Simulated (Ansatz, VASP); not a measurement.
One calculation of C, two programs

POSCAR

```
C
1.0
    2.1308596405     -1.2303237309      0.0000000000
    2.1308596405      1.2303237309      0.0000000000
   -1.3813646299      0.0000000000      3.5086583469
C
2
Direct
    0.8224100000      0.8393600000      0.9995100000
    0.1642600000      0.1634100000      0.9948100000
```

Contents of INCAR.step1:

```
PREC = Accurate
ENCUT = 520
ISMEAR = -1
SIGMA = 0.05
LREAL = False
LASPH = True
NELM = 80
NBANDS = 11
GGA = PE
ALGO = Normal
EDIFF = 1E-4
LWAVE = True
LCHARG = False
```

INCAR.step2

```
PREC = Accurate
ENCUT = 520
EDIFF = 1E-7
ISMEAR = -1
SIGMA = 0.05
LREAL = False
LASPH = True
NELM = 80
ALGO = Normal
ISIF = 2
LWAVE = False
LCHARG = False
METAGGA = R2SCAN
LMIXTAU = True
NBANDS = 11
ISTART = 1
```

The input KPOINTS:

```
Automatic mesh
0
Gamma
  9 9 6
```

Input for Ansatz:

```yaml
crystal:
  lattice:
    - [2.1308596404711024, -1.2303237308904376, 0.0]
    - [2.1308596404711024, 1.2303237308904376, 0.0]
    - [-1.381364629855632, 0.0, 3.5086583468549115]
  atoms:
    - { symbol: C, position: [0.82241, 0.83936, 0.99951] }
    - { symbol: C, position: [0.16426, 0.16341, 0.99481] }
basis:
  ecutwfc: 650.0
  xc_grid: 2
kpoints:
  mp_grid:
    grid: [9, 9, 6]
hamiltonian:
  xc: r2scan
scf:
  convergence:
    dr2_threshold: 1.0e-09
  occupations:
    method: fermi_dirac
    width: 0.05
output:
  forces: true
  stress: true
```

This is a stacking variant of graphite.

Alike in both runs: task single point; functional r2SCAN; k mesh 9 × 9 × 6; occupations fermi-dirac, width 0.05 eV; no spin polarisation.

|  | VASP | Ansatz |
| --- | --- | --- |
| version | VASP 6.6.1 | Ansatz 0.2.0 |
| potentials or method | VASP PAW PBE potentials, release 64 (C) | plane waves, PAW |
| plane-wave cutoff (eV) | 520 | 650 |
| valence electrons in the cell | 8 | 8 |

|  | VASP | Ansatz | Ansatz less VASP |
| --- | --- | --- | --- |
| pressure (GPa) | -0.7 | -1.4 | -0.71 |
| largest component of the traceless stress (GPa) | 1.66 | 1.60 | -0.070 |
| rms of the force components (eV/Å) | 0.713 | 0.712 | -0.0015 |

Atom by atom the forces differ by 0.003 eV/Å (rms over components). With one functional, cell and mesh, what is left measures potentials, basis and numerics. Ansatz warned: «stress_scf_threshold_loose».

Caveats: the PAW data sets were made with another functional, which shifts forces and pressure a little (VASP).
